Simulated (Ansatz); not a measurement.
# V: the cost of one run

Method: DFT PBE, scalar-relativistic, plane waves, PAW, in Ansatz 0.2.0.

This is V in the hcp structure; at room conditions it is bcc.

**1. The system as given**

It takes space group P6_3/mmc (No. 194, hexagonal). The conventional cell has a = 2.604 Å, b = 2.604 Å, c = 4.723 Å, α = 90.00°, β = 90.00°, γ = 120.00°. Around V (site symmetry -6m2) lie 12 V at 2.60 to 2.80 Å.

As a file:

```cif
data_structure
_symmetry_space_group_name_H-M 'P6_3/mmc'
_symmetry_Int_Tables_number 194
_cell_length_a 2.6043
_cell_length_b 2.6043
_cell_length_c 4.7233
_cell_angle_alpha 90.000
_cell_angle_beta 90.000
_cell_angle_gamma 120.000
_cell_volume 27.74
loop_
_atom_site_label
_atom_site_type_symbol
_atom_site_symmetry_multiplicity
_atom_site_Wyckoff_symbol
_atom_site_fract_x
_atom_site_fract_y
_atom_site_fract_z
_atom_site_occupancy
V1 V 2 c 0.66667 0.33333 0.75000 1
```

Source of the structure: the Materials Project (structure only).

(A quick probe on a coarse mesh, which set the mesh and smearing, is not shown.)

**3. Relaxing cell and atoms**

File input.yaml:

```yaml
crystal:
  lattice:
    - [2.6042941027, 0.0, 0.0]
    - [-1.3021470513, 2.2553848518, 0.0]
    - [0.0, 0.0, 4.723336]
  atoms:
    - { symbol: V, position: [0.66666667, 0.33333333, 0.75] }
    - { symbol: V, position: [0.33333333, 0.66666667, 0.25] }
basis:
  ecutwfc: 420
kpoints:
  mp_grid: { grid: [18, 18, 10] }
hamiltonian:
  xc: pbe
scf:
  occupations: { method: gaussian, width: 0.1 }
output:
  forces: true
  stress: true
  eigenvalues: true
  write_density: true
  write_potential: true
  elf: true
  volumetric_format: npy
relax:
  adjacent_minimum: "off"
  f_tol: 0.005
  max_steps: 80
  cell: { stress_tol: 0.05 }
```

The run is started by

```
ansatz run input.yaml --threads 1 --pin off --max-ram 2560MiB --backend cpu --events-out ev --progress --plain --runs-dir out
```

What time and memory should one allow on 1 thread of Arm Neoverse V1, shared host?

About 31 s, with a peak of 0.38 GiB.
